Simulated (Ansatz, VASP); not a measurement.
**Two plane-wave programs on CsSnI3**

```xyz
5
Lattice="6.2057 0.0000 0.0000 0.0000 6.2057 0.0000 0.0000 0.0000 6.2057" Properties=species:S:1:pos:R:3 pbc="T T T"
Cs    0.0000    0.0000    0.0000
I     3.1029    3.1029    0.0000
I     3.1029    0.0000    3.1029
I     0.0000    3.1029    3.1029
Sn    3.1029    3.1029    3.1029
```

Alike in both runs: task relaxation of cell and atoms; functional BLYP; k mesh 5 × 5 × 5; occupations fermi-dirac, width 0.05 eV; no spin polarisation.

|  | VASP | Ansatz |
| --- | --- | --- |
| version | VASP 6.6.1 | Ansatz 0.2.0 |
| potentials or method | VASP PAW PBE potentials, release 64 (Cs_sv, I, Sn_d) | Ansatz PAW |
| plane-wave cutoff (eV) | 600 | 420 |
| valence electrons in the cell | 44 | 74 |

Ansatz gave:

| Quantity | Value |
| --- | --- |
| relaxed volume (Å³/atom) | 53.90 |
| relaxed cell length with the largest relative difference (Å) | 6.459 |
| energy change over the relaxation (meV/atom) | -34 |

Q: Which values does VASP return?

A: Relaxed volume (Å³/atom): 54.15; relaxed cell length with the largest relative difference (Å): 6.469; energy change over the relaxation (meV/atom): -36.

The two sets of potentials don't hold the same shells in valence.

Caveats: the volume moved by +13 % from the deposited cell, more than functionals usually miss; the PAW data sets were made with another functional, which shifts forces and pressure a little (VASP); the plane-wave basis is chosen anew once the cell has moved, so the energies of steps on either side of that aren't comparable (Ansatz); the PAW data sets come from PBE, with cores solved anew for the run's functional, which leaves a small shift of forces and pressure (Ansatz). A k mesh can miss the band edges. BLYP gives volumes clearly too large for solids.
